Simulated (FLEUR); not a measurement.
# HfO2 (P2_12_12) in FLEUR: band structure with r2SCAN

Aim: the band structure of HfO2 with r2SCAN.

Everything below comes from runs of FLEUR MaX-R8.1 (later development tree). Logs are shortened: lines on timing, memory, paths and dates and some standing lists are left out, and cuts for length are marked.

## 1. The structure

The structure is orthorhombic, space group P2_12_12 (No. 18). The conventional cell has a = 5.080 Å, b = 5.165 Å, c = 4.891 Å, α = 90.00°, β = 90.00°, γ = 90.00°. Hf (site symmetry 1) is surrounded by 7 O at 1.99 to 2.25 Å. Around O (site symmetry 1) lie 3 Hf at 1.99 to 2.25 Å. Around O (site symmetry 2) lie 4 Hf at 2.13 to 2.15 Å. Around O (site symmetry 2) lie 4 Hf at 2.16 to 2.18 Å.

The cell comes from a database or a generator and needn't be the stable form of this composition.

## 2. Band structure, r2SCAN

File inp.xml:

```xml
<?xml version="1.0" encoding="UTF-8" standalone="no"?>
<fleurInput fleurInputVersion="0.39">
   <comment>
      HfO2                                                                                                
   </comment>
   <calculationSetup>
      <cutoffs Kmax="5.41" Gmax="16.8" GmaxXC="16.8" numbands="0"/>
      <scfLoop itmax="80" minDistance="0.0001" maxIterBroyd="30" imix="Anderson" alpha="0.05" precondParam="0.0" spinf="2.0" sdNocoIR="T"/>
      <coreElectrons ctail="F" frcor="F" kcrel="0" coretail_lmax="0"/>
      <xcFunctional name="LibXC" relativisticCorrections="F">
         <LibXCName exchange="mgga_x_r2scan" correlation="mgga_c_r2scan"/>
         <AuxGGA exchange="117" correlation="130"/>
      </xcFunctional>
      <magnetism jspins="1"/>
      <soc l_soc="F" theta="0.0" phi="0.0" spav="F"/>
      <expertModes spex="0" secvar="F"/>
      <geometryOptimization l_f="F" forcealpha="1.0" forcemix="BFGS" epsdisp="0.00001" epsforce="0.00001"/>
      <ldaU l_linMix="F" mixParam="0.05" spinf="1.0"/>
   </calculationSetup>
   <cell>
      <bzIntegration valenceElectrons="152.0" mode="hist" fermiSmearingEnergy="0.00183747">
         <kPointListSelection listName="default-1"/>
         <!-- k-points included here -->
[... 53 lines left out ...]
         <relPos label="                   6">-.3131846800 .3363512200 -.1045346200</relPos>
         <relPos label="                   7">-.1868153200 -.1636487800 .1045346200</relPos>
         <relPos label="                   8">.3131846800 -.3363512200 -.1045346200</relPos>
         <force calculate="T" relaxXYZ="TTT"/>
      </atomGroup>
      <atomGroup species="Oxygen (O)">
         <relPos label="                   9">.0000000000 1.000/2.000 .4890544500</relPos>
         <relPos label="                  10">1.000/2.000 .0000000000 -.4890544500</relPos>
         <force calculate="T" relaxXYZ="TTT"/>
      </atomGroup>
      <atomGroup species="Oxygen (O)">
         <relPos label="                  11">.0000000000 .0000000000 -.4243750100</relPos>
         <relPos label="                  12">1.000/2.000 1.000/2.000 .4243750100</relPos>
         <force calculate="T" relaxXYZ="TTT"/>
      </atomGroup>
   </atomGroups>
   <output dos="F" band="F" slice="F">
      <checks vchk="F" cdinf="F"/>
      <bandDOS minEnergy="-.5*Htr" maxEnergy="0.5*Htr" sigma="0.015" storeEVData="T"/>
      <vacuumDOS vacdos="F" integ="F" star="F" nstars="0" locx1="0.0" locy1="0.0" locx2="0.0" locy2="0.0" nstm="0" tworkf="0.0"/>
      <unfoldingBand unfoldBand="F" supercellX="1" supercellY="1" supercellZ="1"/>
      <plotting iplot="0" polar="F">
         <plot TwoD="T" vec1="  1.0  0.0  0.0" vec2="  0.0  1.0  0.0" vec3="  0.0  0.0  1.0" zero="  0.0  0.0  0.0" file="plot"/>
      </plotting>
      <chargeDensitySlicing numkpt="0" minEigenval="0.0" maxEigenval="0.0" nnne="0" pallst="F"/>
      <specialOutput eonly="F"/>
      <moessbauerParams electricFieldGradient="T" isomerShift="T" coreHyperfine="T" valenceHyperfine="T"/>
      <magneticCircularDichroism mcd="F" energyLo="-10.0" energyUp="0.0"/>
   </output>
  <!-- We include the file relax.xml here to enable relaxations (see documentation) -->
  <xi:include xmlns:xi="http://www.w3.org/2001/XInclude" href="relax.xml"> <xi:fallback/> </xi:include>
</fleurInput>
```

File crystal.txt:

```
HfO2
&input cartesian=F /
5.0803194000  0.0000000000  0.0000000000
0.0000000000  5.1648674500  0.0000000000
0.0000000000  0.0000000000  4.8908836500
1.8897261246
1.0 1.0 1.0

12
72 0.2225908200  0.7817995800  0.2720679400
72 0.7225908200  0.7182004200  0.7279320600
72 0.7774091800  0.2182004200  0.2720679400
72 0.2774091800  0.2817995800  0.7279320600
8 0.1868153200  0.1636487800  0.1045346200
8 0.6868153200  0.3363512200  0.8954653800
8 0.8131846800  0.8363512200  0.1045346200
8 0.3131846800  0.6636487800  0.8954653800
8 0.0000000000  0.5000000000  0.4890544500
8 0.5000000000  0.0000000000  0.5109455500
8 0.0000000000  0.0000000000  0.5756249900
8 0.5000000000  0.5000000000  0.4243750100

&kpt div1=5 div2=5 div3=6 gamma=T /
```

File inp.xml (bands):

```
<?xml version="1.0" encoding="UTF-8" standalone="no"?>
<fleurInput fleurInputVersion="0.39">
   <comment>
      HfO2                                                                                                
   </comment>
   <calculationSetup>
      <cutoffs Kmax="5.41" Gmax="16.8" GmaxXC="16.8" numbands="0"/>
      <scfLoop itmax="80" minDistance="0.0001" maxIterBroyd="30" imix="Anderson" alpha="0.05" precondParam="0.0" spinf="2.0" sdNocoIR="T"/>
      <coreElectrons ctail="F" frcor="F" kcrel="0" coretail_lmax="0"/>
      <xcFunctional name="LibXC" relativisticCorrections="F">
         <LibXCName exchange="mgga_x_r2scan" correlation="mgga_c_r2scan"/>
         <AuxGGA exchange="117" correlation="130"/>
      </xcFunctional>
      <magnetism jspins="1"/>
      <soc l_soc="F" theta="0.0" phi="0.0" spav="F"/>
      <expertModes spex="0" secvar="F"/>
      <geometryOptimization l_f="F" forcealpha="1.0" forcemix="BFGS" epsdisp="0.00001" epsforce="0.00001"/>
      <ldaU l_linMix="F" mixParam="0.05" spinf="1.0"/>
   </calculationSetup>
   <cell>
      <bzIntegration valenceElectrons="152.0" mode="hist" fermiSmearingEnergy="0.00183747">
         <kPointListSelection listName="path-1"/>
         <!-- k-points included here -->
         <xi:include xmlns:xi="http://www.w3.org/2001/XInclude" href="kpts.xml"> </xi:include>
[... 53 lines left out ...]
         <relPos label="                   7">-.1868153200 -.1636487800 .1045346200</relPos>
         <relPos label="                   8">.3131846800 -.3363512200 -.1045346200</relPos>
         <force calculate="T" relaxXYZ="TTT"/>
      </atomGroup>
      <atomGroup species="Oxygen (O)">
         <relPos label="                   9">.0000000000 1.000/2.000 .4890544500</relPos>
         <relPos label="                  10">1.000/2.000 .0000000000 -.4890544500</relPos>
         <force calculate="T" relaxXYZ="TTT"/>
      </atomGroup>
      <atomGroup species="Oxygen (O)">
         <relPos label="                  11">.0000000000 .0000000000 -.4243750100</relPos>
         <relPos label="                  12">1.000/2.000 1.000/2.000 .4243750100</relPos>
         <force calculate="T" relaxXYZ="TTT"/>
      </atomGroup>
   </atomGroups>
   <output dos="F" band="T" slice="F">
      <checks vchk="F" cdinf="F"/>
      <bandDOS minEnergy="-.5*Htr" maxEnergy="0.5*Htr" sigma="0.015" storeEVData="T"/>
      <vacuumDOS vacdos="F" integ="F" star="F" nstars="0" locx1="0.0" locy1="0.0" locx2="0.0" locy2="0.0" nstm="0" tworkf="0.0"/>
      <unfoldingBand unfoldBand="F" supercellX="1" supercellY="1" supercellZ="1"/>
      <plotting iplot="0" polar="F">
         <plot TwoD="T" vec1="  1.0  0.0  0.0" vec2="  0.0  1.0  0.0" vec3="  0.0  0.0  1.0" zero="  0.0  0.0  0.0" file="plot"/>
      </plotting>
      <chargeDensitySlicing numkpt="0" minEigenval="0.0" maxEigenval="0.0" nnne="0" pallst="F"/>
      <specialOutput eonly="F"/>
      <moessbauerParams electricFieldGradient="T" isomerShift="T" coreHyperfine="T" valenceHyperfine="T"/>
      <magneticCircularDichroism mcd="F" energyLo="-10.0" energyUp="0.0"/>
   </output>
  <!-- We include the file relax.xml here to enable relaxations (see documentation) -->
  <xi:include xmlns:xi="http://www.w3.org/2001/XInclude" href="relax.xml"> <xi:fallback/> </xi:include>
</fleurInput>
```

Potentials or basis: all-electron, FLAPW.

Launch:

```console
$ inpgen -f crystal.txt -profile fastHighL
$ # inp.xml edited to the form shown
$ mpirun -n 4 fleur_MPI -pe_per_kpt 1
$ mpirun -n 4 fleur_MPI -pe_per_kpt 1   # second run, on inp.xml (bands)
```

What it wrote:

```text
Welcome to FLEUR        (www.flapw.de)
      MaX-Release 8.1          (www.max-centre.eu)

 func_ids         498         497         498         497
 func_ids         498         497         498         497
 MetaGGA potential functional detected - V_tau will be computed
 Auxiliary Potential for radial basis: exchange=         117  correlation=         130
 func_ids         498         497         498         497
 MetaGGA potential functional detected - V_tau will be computed
 Auxiliary Potential for radial basis: exchange=         117  correlation=         130
 func_ids         498         497         498         497
 MetaGGA potential functional detected - V_tau will be computed
 Auxiliary Potential for radial basis: exchange=         117  correlation=         130
The functional 'Re-regularized SCAN exchange by Furness et al' is an exchange functional, it belongs to the 'MGGA' family and is defined in the reference(s):
[1] J. W. Furness, A. D. Kaplan, J. Ning, J. P. Perdew, and J. Sun.,  J. Phys. Chem. Lett. 11, 8208-8215 (2020)
 MetaGGA potential functional detected - V_tau will be computed
 Auxiliary Potential for radial basis: exchange=         117  correlation=         130
The functional 'Re-regularized SCAN exchange by Furness et al' is an exchange functional, it belongs to the 'MGGA' family and is defined in the reference(s):
[1] J. W. Furness, A. D. Kaplan, J. Ning, J. P. Perdew, and J. Sun.,  J. Phys. Chem. Lett. 11, 8208-8215 (2020)
[... 10 lines left out ...]
[2] J. W. Furness, A. D. Kaplan, J. Ning, J. P. Perdew, and J. Sun.,  J. Phys. Chem. Lett. 11, 9248-9248 (2020)
 Using same functional for VXC and EXC
The functional 'Re-regularized SCAN exchange by Furness et al' is an exchange functional, it belongs to the 'MGGA' family and is defined in the reference(s):
[1] J. W. Furness, A. D. Kaplan, J. Ning, J. P. Perdew, and J. Sun.,  J. Phys. Chem. Lett. 11, 8208-8215 (2020)
[2] J. W. Furness, A. D. Kaplan, J. Ning, J. P. Perdew, and J. Sun.,  J. Phys. Chem. Lett. 11, 9248-9248 (2020)
The functional 'Re-regularized SCAN correlation by Furness et al' is a correlation functional, it belongs to the 'MGGA' family and is defined in the reference(s):
[1] J. W. Furness, A. D. Kaplan, J. Ning, J. P. Perdew, and J. Sun.,  J. Phys. Chem. Lett. 11, 8208-8215 (2020)
[2] J. W. Furness, A. D. Kaplan, J. Ning, J. P. Perdew, and J. Sun.,  J. Phys. Chem. Lett. 11, 9248-9248 (2020)
 Using same functional for VXC and EXC
[2] J. W. Furness, A. D. Kaplan, J. Ning, J. P. Perdew, and J. Sun.,  J. Phys. Chem. Lett. 11, 9248-9248 (2020)
The functional 'Re-regularized SCAN correlation by Furness et al' is a correlation functional, it belongs to the 'MGGA' family and is defined in the reference(s):
[1] J. W. Furness, A. D. Kaplan, J. Ning, J. P. Perdew, and J. Sun.,  J. Phys. Chem. Lett. 11, 8208-8215 (2020)
[2] J. W. Furness, A. D. Kaplan, J. Ning, J. P. Perdew, and J. Sun.,  J. Phys. Chem. Lett. 11, 9248-9248 (2020)
 Using same functional for VXC and EXC

 ========== k-point set info ==========
 Selected k-point list: default-1
 k-point list type: mesh
 5 x 5 x 6
[... 18 lines left out ...]
[1] B. Hammer, L. B. Hansen, and J. K. Nørskov.,  Phys. Rev. B 59, 7413 (1999)
The functional 'Perdew, Burke & Ernzerhof' is a correlation functional, it belongs to the 'GGA' family and is defined in the reference(s):
The functional 'Hammer, Hansen, and Norskov' is an exchange functional, it belongs to the 'GGA' family and is defined in the reference(s):
[1] B. Hammer, L. B. Hansen, and J. K. Nørskov.,  Phys. Rev. B 59, 7413 (1999)
The functional 'Perdew, Burke & Ernzerhof' is a correlation functional, it belongs to the 'GGA' family and is defined in the reference(s):
[1] J. P. Perdew, K. Burke, and M. Ernzerhof.,  Phys. Rev. Lett. 77, 3865 (1996)
[2] J. P. Perdew, K. Burke, and M. Ernzerhof.,  Phys. Rev. Lett. 78, 1396 (1997)
 Using same functional for VXC and EXC
 Using auxiliary GGA potential for the first iteration of MetaGGA calculation.
The functional 'Hammer, Hansen, and Norskov' is an exchange functional, it belongs to the 'GGA' family and is defined in the reference(s):
[1] B. Hammer, L. B. Hansen, and J. K. Nørskov.,  Phys. Rev. B 59, 7413 (1999)
The functional 'Perdew, Burke & Ernzerhof' is a correlation functional, it belongs to the 'GGA' family and is defined in the reference(s):
[1] J. P. Perdew, K. Burke, and M. Ernzerhof.,  Phys. Rev. Lett. 77, 3865 (1996)
[2] J. P. Perdew, K. Burke, and M. Ernzerhof.,  Phys. Rev. Lett. 78, 1396 (1997)
 Using same functional for VXC and EXC
 Using auxiliary GGA potential for the first iteration of MetaGGA calculation.
The functional 'Hammer, Hansen, and Norskov' is an exchange functional, it belongs to the 'GGA' family and is defined in the reference(s):
[1] B. Hammer, L. B. Hansen, and J. K. Nørskov.,  Phys. Rev. B 59, 7413 (1999)
The functional 'Perdew, Burke & Ernzerhof' is a correlation functional, it belongs to the 'GGA' family and is defined in the reference(s):
[1] J. P. Perdew, K. Burke, and M. Ernzerhof.,  Phys. Rev. Lett. 77, 3865 (1996)
[2] J. P. Perdew, K. Burke, and M. Ernzerhof.,  Phys. Rev. Lett. 78, 1396 (1997)
 Using same functional for VXC and EXC
 Using auxiliary GGA potential for the first iteration of MetaGGA calculation.
[1] J. P. Perdew, K. Burke, and M. Ernzerhof.,  Phys. Rev. Lett. 77, 3865 (1996)
[2] J. P. Perdew, K. Burke, and M. Ernzerhof.,  Phys. Rev. Lett. 78, 1396 (1997)
 Using same functional for VXC and EXC
 Using auxiliary GGA potential for the first iteration of MetaGGA calculation.
 Reset of history
 Reset of history
 Iteration:     1   Distance:      50.65631892 me/bohr^3
The functional 'Hammer, Hansen, and Norskov' is an exchange functional, it belongs to the 'GGA' family and is defined in the reference(s):
[1] B. Hammer, L. B. Hansen, and J. K. Nørskov.,  Phys. Rev. B 59, 7413 (1999)
The functional 'Perdew, Burke & Ernzerhof' is a correlation functional, it belongs to the 'GGA' family and is defined in the reference(s):
[1] J. P. Perdew, K. Burke, and M. Ernzerhof.,  Phys. Rev. Lett. 77, 3865 (1996)
[2] J. P. Perdew, K. Burke, and M. Ernzerhof.,  Phys. Rev. Lett. 78, 1396 (1997)
 Using same functional for VXC and EXC
The functional 'Hammer, Hansen, and Norskov' is an exchange functional, it belongs to the 'GGA' family and is defined in the reference(s):
[1] B. Hammer, L. B. Hansen, and J. K. Nørskov.,  Phys. Rev. B 59, 7413 (1999)
The functional 'Perdew, Burke & Ernzerhof' is a correlation functional, it belongs to the 'GGA' family and is defined in the reference(s):
[1] J. P. Perdew, K. Burke, and M. Ernzerhof.,  Phys. Rev. Lett. 77, 3865 (1996)
[2] J. P. Perdew, K. Burke, and M. Ernzerhof.,  Phys. Rev. Lett. 78, 1396 (1997)
 Using same functional for VXC and EXC
The functional 'Hammer, Hansen, and Norskov' is an exchange functional, it belongs to the 'GGA' family and is defined in the reference(s):
[1] B. Hammer, L. B. Hansen, and J. K. Nørskov.,  Phys. Rev. B 59, 7413 (1999)
The functional 'Perdew, Burke & Ernzerhof' is a correlation functional, it belongs to the 'GGA' family and is defined in the reference(s):
[1] J. P. Perdew, K. Burke, and M. Ernzerhof.,  Phys. Rev. Lett. 77, 3865 (1996)
[... 470 lines left out ...]
 Using same functional for VXC and EXC
The functional 'Hammer, Hansen, and Norskov' is an exchange functional, it belongs to the 'GGA' family and is defined in the reference(s):
[1] B. Hammer, L. B. Hansen, and J. K. Nørskov.,  Phys. Rev. B 59, 7413 (1999)
The functional 'Perdew, Burke & Ernzerhof' is a correlation functional, it belongs to the 'GGA' family and is defined in the reference(s):
[1] J. P. Perdew, K. Burke, and M. Ernzerhof.,  Phys. Rev. Lett. 77, 3865 (1996)
[2] J. P. Perdew, K. Burke, and M. Ernzerhof.,  Phys. Rev. Lett. 78, 1396 (1997)
 Using same functional for VXC and EXC
The functional 'Hammer, Hansen, and Norskov' is an exchange functional, it belongs to the 'GGA' family and is defined in the reference(s):
[1] B. Hammer, L. B. Hansen, and J. K. Nørskov.,  Phys. Rev. B 59, 7413 (1999)
The functional 'Perdew, Burke & Ernzerhof' is a correlation functional, it belongs to the 'GGA' family and is defined in the reference(s):
[1] J. P. Perdew, K. Burke, and M. Ernzerhof.,  Phys. Rev. Lett. 77, 3865 (1996)
[2] J. P. Perdew, K. Burke, and M. Ernzerhof.,  Phys. Rev. Lett. 78, 1396 (1997)
 Using same functional for VXC and EXC
 Iteration:    21   Distance:       0.00005664 me/bohr^3

 ********************************************************************
 Run finished successfully
 Stop message:
   all done
 ********************************************************************
```

Run time: 1.5 h. Hardware: 4 MPI ranks of Intel Xeon at 2.50GHz (Skylake/Cascade Lake), shared host.

Results:

```yaml
Free_energy: -1659621.7056 eV
Band_gap_on_the_k_mesh: 4.37 eV, direct
Band_gap_along_the_path: 4.37 eV, direct
Valence_electrons_inside_the_program's_atomic_spheres: Hf 22.69; O 4.30, 4.33, 4.32 (radii Hf 2.16, O 1.33 bohr)
```

Levels at the corners of the path, in eV from the valence-band top:
| point | band 73 | band 74 | band 75 | band 76 | band 77 | band 78 | band 79 | band 80 |
| --- | --- | --- | --- | --- | --- | --- | --- | --- |
| Γ | -1.03 | -0.23 | -0.14 | -0.13 | 4.65 | 5.20 | 5.63 | 6.06 |
| X | -0.80 | -0.66 | -0.04 | 0.00 | 4.37 | 5.45 | 6.06 | 6.16 |
| S | -0.83 | -0.83 | -0.22 | -0.22 | 5.31 | 5.31 | 5.66 | 5.66 |
| Y | -0.57 | -0.57 | -0.24 | -0.24 | 5.18 | 5.18 | 6.14 | 6.14 |
| Γ | -1.03 | -0.23 | -0.14 | -0.13 | 4.65 | 5.20 | 5.63 | 6.06 |
| Z | -0.61 | -0.61 | -0.21 | -0.21 | 5.15 | 5.15 | 6.00 | 6.00 |
| U | -0.77 | -0.77 | -0.20 | -0.20 | 5.26 | 5.26 | 5.78 | 5.78 |
| R | -1.47 | -1.47 | -0.26 | -0.26 | 5.61 | 5.61 | 5.83 | 5.83 |
| T | -0.88 | -0.88 | -0.39 | -0.39 | 5.55 | 5.55 | 6.24 | 6.24 |
| Z | -0.61 | -0.61 | -0.21 | -0.21 | 5.15 | 5.15 | 6.00 | 6.00 |
| Y | -0.57 | -0.57 | -0.24 | -0.24 | 5.18 | 5.18 | 6.14 | 6.14 |
| T | -0.88 | -0.88 | -0.39 | -0.39 | 5.55 | 5.55 | 6.24 | 6.24 |
| U | -0.77 | -0.77 | -0.20 | -0.20 | 5.26 | 5.26 | 5.78 | 5.78 |
| X | -0.80 | -0.66 | -0.04 | 0.00 | 4.37 | 5.45 | 6.06 | 6.16 |
| S | -0.83 | -0.83 | -0.22 | -0.22 | 5.31 | 5.31 | 5.66 | 5.66 |
| R | -1.47 | -1.47 | -0.26 | -0.26 | 5.61 | 5.61 | 5.83 | 5.83 |

Core levels (eV from the Fermi level):
```
atom                                                                                                                                                                                                          levels
1 Hf  1s1/2 -65196.9, 2s1/2 -11136.9, 2p1/2 -10634.4, 2p3/2 -9442.5, 3s1/2 -2532.0, 3p1/2 -2309.7, 3p3/2 -2054.2, 4s1/2 -504.5, 3d3/2 -1678.7, 3d5/2 -1623.0, 4p1/2 -413.5, 4p3/2 -355.1, 4d3/2 -205.6, 4d5/2 -194.9
2 Hf  1s1/2 -65196.9, 2s1/2 -11136.9, 2p1/2 -10634.4, 2p3/2 -9442.5, 3s1/2 -2532.0, 3p1/2 -2309.7, 3p3/2 -2054.2, 4s1/2 -504.5, 3d3/2 -1678.7, 3d5/2 -1623.0, 4p1/2 -413.5, 4p3/2 -355.1, 4d3/2 -205.6, 4d5/2 -194.9
3 Hf  1s1/2 -65196.9, 2s1/2 -11136.9, 2p1/2 -10634.4, 2p3/2 -9442.5, 3s1/2 -2532.0, 3p1/2 -2309.7, 3p3/2 -2054.2, 4s1/2 -504.5, 3d3/2 -1678.7, 3d5/2 -1623.0, 4p1/2 -413.5, 4p3/2 -355.1, 4d3/2 -205.6, 4d5/2 -194.9
4 Hf  1s1/2 -65196.9, 2s1/2 -11136.9, 2p1/2 -10634.4, 2p3/2 -9442.5, 3s1/2 -2532.0, 3p1/2 -2309.7, 3p3/2 -2054.2, 4s1/2 -504.5, 3d3/2 -1678.7, 3d5/2 -1623.0, 4p1/2 -413.5, 4p3/2 -355.1, 4d3/2 -205.6, 4d5/2 -194.9
 5 O                                                                                                                                                                                                    1s1/2 -503.5
 6 O                                                                                                                                                                                                    1s1/2 -503.5
```

Caveat: the meta-GGA is that of a development version, with a GGA for the radial functions and cores and without core tails; spin-orbit coupling is left out, which moves the levels of the heavy elements.
